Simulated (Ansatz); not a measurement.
## How much do the gradients of Hf₃N₄ depend on the method?

Cell: a COD entry, its atoms then relaxed with PBE in this cell.

Space group I-43d (No. 220); a = 6.7010 Å.

```
site  Wyckoff  site symmetry       x       y       z
  Hf      12a           -4..  0.3750  0.0000  0.2500
   N      16c            .3.  0.0678  0.0678  0.0678
```

One atom of each set is listed; the run and its k-mesh use a cell of 14 atoms with edges of 5.80, 5.80, 5.80 Å.

First run. Computed with Ansatz: DFT, PBE, plane waves and PAW, scalar-relativistic, 420 eV cutoff, Γ-centred 6×6×6 k-points, Fermi–Dirac smearing 0.02 eV.

```
site  V_zz (10²¹ V/m²)     η
  Hf              26.2  0.00
   N              0.78  0.00
```

Second run. The same atoms and settings, except that spin–orbit coupling is included (fully relativistic PAW files).

Q: Given the first result, estimate the second.

A: 

```csv
site,V_zz,η,change of V_zz
Hf,26.6,0.00,+0.40
N,0.78,0.00,0.00
```

The largest change of V_zz is on Hf, from 26.2 to 26.6. In per cent, |V_zz| changes by +2 on Hf, 0 on N (all sites that start above 0.5).

For the second run: With a gap of 0.9 eV on this mesh, small gradients can still move by 0.1 × 10²¹ V/m² or more as the k-mesh gets denser.
